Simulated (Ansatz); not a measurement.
# CuO: the cost of one run

Computed with Ansatz 0.2.0 (DFT PBE, scalar-relativistic, plane waves, PAW, unless a step's input says otherwise).

## 1. The system as given

The structure is orthorhombic, space group Cccm (No. 66). Conventional cell: a = 4.165 Å, b = 4.176 Å, c = 5.151 Å, α = 90.00°, β = 90.00°, γ = 90.00°. Around Cu (site symmetry 2/m) lie 4 O at 1.96 Å. Around O (site symmetry 222) lie 4 Cu at 1.96 Å.

As a file:

```xyz
4
Lattice="2.0814 -2.0824 0.1630 2.0814 2.0824 0.1630 -0.4035 0.0000 5.1353" Properties=species:S:1:pos:R:3 pbc="T T T"
Cu    1.0407    1.0412    0.0815
Cu    0.8389   -1.0412    2.6491
O     1.9805   -0.0003    1.4468
O     1.7788    0.0003    4.0144
```

This cell was relaxed beforehand with the same method: volume 11.20 Å³/atom, gap on the mesh none (metal).

## 2. The reference cell

The reference gives a free energy of -14382.5787 eV, pressure 0.00 GPa, largest force 0.000 eV/Å and gap on the mesh none (metal). It was computed beforehand with the settings of the runs below.

## 3. Next: biaxial against axial strain

The cell is strained by p along both x and y and by q along z, with fractional coordinates fixed.

## 4. p = -0.050, q = -0.050

input.yaml

```yaml
crystal:
  lattice:
    - [1.9773488313, -1.9782980303, 0.1548170333]
    - [1.9773488313, 1.9782980303, 0.1548170333]
    - [-0.3833556372, 0.0, 4.8785102086]
  atoms:
    - { symbol: Cu, position: [0.0, 0.5, 0.0] }
    - { symbol: Cu, position: [0.5, 0.0, 0.5] }
    - { symbol: O, position: [0.5000828497, 0.4999171503, 0.25] }
    - { symbol: O, position: [0.4999171503, 0.5000828497, 0.75] }
basis:
  ecutwfc: 420
kpoints:
  mp_grid: { grid: [16, 16, 10] }
hamiltonian:
  xc: pbe
scf:
  occupations: { method: gaussian, width: 0.15 }
output:
  forces: true
  stress: true
  eigenvalues: true
  write_density: true
  write_potential: true
  elf: true
  volumetric_format: npy
```

Run with:

```sh
$ ansatz run input.yaml --threads 2 --pin off --max-ram 5120MiB --backend cpu --events-out ev --progress --plain --runs-dir out
```

What time and memory should one allow on 2 threads of Intel Xeon Platinum 8488C (Sapphire Rapids), shared host?

About 17 s, with a peak of 0.8 GiB.
